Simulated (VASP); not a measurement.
Set up this calculation in VASP 6.6.1, as the native input.

| Quantity | Value |
| --- | --- |
| Task | relaxation of cell and atoms |
| Functional | PBE |
| Dispersion | D3(BJ) |
| Potentials or basis | VASP PAW PBE potentials, release 64 (Ta_pv, S) |
| Cutoff | 600 eV |
| k mesh | 15 × 15 × 6 |
| Occupations | methfessel-paxton, width 0.1 eV |
| Spin | no spin polarisation |
| Further INCAR settings | ALGO = Normal; EDIFF = 1e-06; IBRION = 2; EDIFFG = -0.01; NSW = 90; ISIF = 3 |

The structure of TaS2 lies in POSCAR:

```
TaS2
1.0
    3.3500000000      0.0000000000      0.0000000000
   -1.6750000000      2.9011851027      0.0000000000
    0.0000000000      0.0000000000      5.8600000000
Ta S
1 2
Direct
    0.0000000000      0.0000000000      0.0000000000
    0.3333333333      0.6666666667      0.2500000000
    0.6666666667      0.3333333333      0.7500000000
```

These files were run (other wordings do the same):

INCAR

```
SYSTEM = TaS2
PREC     = Accurate       ! precision mode
ENCUT    = 600            ! plane-wave cutoff, eV
EDIFF    = 1E-6           ! SCF threshold, eV
ISMEAR   = 1              ! smearing method
SIGMA    = 0.1            ! smearing width, eV
LREAL    = .FALSE.        ! projectors in reciprocal space
LASPH    = .TRUE.         ! aspherical terms in the spheres
NELM     = 80             ! most SCF steps
ALGO     = Normal         ! electronic algorithm
ISIF     = 3              ! what is computed and relaxed
LWAVE    = .FALSE.        ! write WAVECAR
LCHARG   = .FALSE.        ! write CHGCAR
GGA      = PE             ! functional
IVDW     = 12             ! dispersion correction
IBRION   = 2              ! ionic algorithm
NSW      = 90             ! ionic steps
EDIFFG   = -0.01          ! ionic threshold
```

KPOINTS

```
Automatic mesh
0
G
  15 15 6
  0 0 0
```

Potentials or basis: VASP PAW PBE potentials, release 64 (Ta_pv, S).

The run is started by

```console
$ cat potpaw_PBE.64/Ta_pv/POTCAR potpaw_PBE.64/S/POTCAR > POTCAR
$ mpirun -np 1 vasp_std > vasp.out
```

It gave:

```json
{"Relaxed volume": "18.50 Å³/atom", "Relaxed cell": "a = 3.327 Å, b = 3.327 Å, c = 5.792 Å, α = 90.00°, β = 90.00°, γ = 120.00°", "Space group after relaxing (to 0.05 Å)": "P-3m1 (No. 164)", "Energy gained by relaxing": "32.2 meV/atom", "Ionic steps": "25", "Pressure after relaxing": "0.0 GPa", "Largest force after relaxing": "0.003 eV/Å", "Band gap on the k mesh": "none (metal or under the smearing width)", "Dispersion energy per atom": "-0.426 eV"}
```

Run time: 10 min on 1 thread of Intel(R) Xeon(R) 6975P-C (Granite Rapids), on a shared host, peak memory 0.33 GiB.
